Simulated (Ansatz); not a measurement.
**Rh: a line through an energy map**

Aim: follow the energy of Rh (P6_3/mmc, No. 194; 2 atoms in the cell) along one coordinate, c/a of the conventional cell, with the other held at volume per atom = 14.10 Å³.

This is Rh in the hcp structure; at room conditions it is fcc.

Program: Ansatz 0.2.0. Level of theory: DFT PBE, scalar-relativistic, plane waves, PAW. These are calculated values, not measurements.

41 further runs of the same task are left out: 41 set aside as unsound or not needed.

## 1. Starting point

It takes space group P6_3/mmc (No. 194, hexagonal). The conventional cell has a = 2.725 Å, b = 2.725 Å, c = 4.385 Å, α = 90.00°, β = 90.00°, γ = 120.00°. Rh (site symmetry -6m2) is surrounded by 12 Rh at 2.70 to 2.72 Å.

Structure file:

```
CELL_PARAMETERS angstrom
2.72486 0.00000 0.00000
-1.36243 2.35980 0.00000
0.00000 0.00000 4.38512
ATOMIC_POSITIONS crystal
Rh 0.66667 0.33333 0.75000
Rh 0.33333 0.66667 0.25000
```

It goes back to an entry of the Materials Project, which need not be the stable form.

It is the result of an earlier relaxation at this level (volume 14.10 Å³/atom; gap on the mesh: none (metal)).

## 2. The scan

The energy is mapped over volume and the cell's shape.

- volume per atom: 9 values from 12.41 to 15.79 Å³
- c/a of the conventional cell: 9 values from 1.427 to 1.815

Nothing else is relaxed (symmetry fixes all fractional coordinates). Energies count from the relaxed crystal. Points are written as (first, second).

## 3. The run at (14.10 Å³, 1.427)

Contents of input.yaml:

```yaml
crystal:
  lattice:
    - [2.8366113696, 0.0, 0.0]
    - [-1.4183056848, 2.4565775067, 0.0]
    - [0.0, 0.0, 4.0464261187]
  atoms:
    - { symbol: Rh, position: [0.6666666667, 0.3333333333, 0.75] }
    - { symbol: Rh, position: [0.3333333333, 0.6666666667, 0.25] }
basis:
  ecutwfc: 420
kpoints:
  mp_grid: { grid: [21, 21, 12] }
hamiltonian:
  xc: pbe
  pseudopotentials: { kind: paw, azcp: { folder: soft_1 } }
scf:
  occupations: { method: gaussian, width: 0.15 }
output:
  forces: true
  stress: true
  eigenvalues: true
```

Launch:

```console
ansatz run input.yaml --threads 1 --pin off --max-ram 2048MiB --backend cpu --events-out ev --progress --plain --runs-dir out
```

Further runs follow: the other points of the line.

Before running it: what results should come out? Wanted: for each run, c/a of the conventional cell; energy; slope; pressure.

**Answer**, as computed:

| c/a of the conventional cell | step | energy (meV/atom) | slope (meV/atom per unit) | pressure (GPa) |
| --- | --- | --- | --- | --- |
| 1.427 | 3 | 103 | −1125 | 4.75 |
| 1.470 | 4 | 60 | −849 | 2.96 |
| 1.515 | – | 28 | −578 | 1.57 |
| 1.562 | 5 | 8 | −304 | 0.60 |
| 1.609 | – | 0 | −20 | 0.12 |
| 1.659 | 6 | 6 | 250 | 0.20 |
| 1.709 | 7 | 25 | 505 | 0.82 |
| 1.762 | 8 | 58 | 768 | 2.02 |
| 1.815 | 9 | 107 | 1038 | 3.86 |

Energies count from the relaxed crystal. Rows without a step come from runs not printed here or follow by symmetry. Slopes come from the forces (and the stress, where the cell changes), not from differences of energies.

What this shows: The lowest point of the line is at 1.609, 0 meV/atom from the zero. Energies and slopes round the minimum, fitted together, put the minimum at 1.6127, with a curvature of about 5800 meV/atom per (unit)². The highest point computed, at 1.815, lies 107 meV/atom above the lowest. This is one cut through a surface in two coordinates; it holds the lowest point sampled, which need not be a minimum.
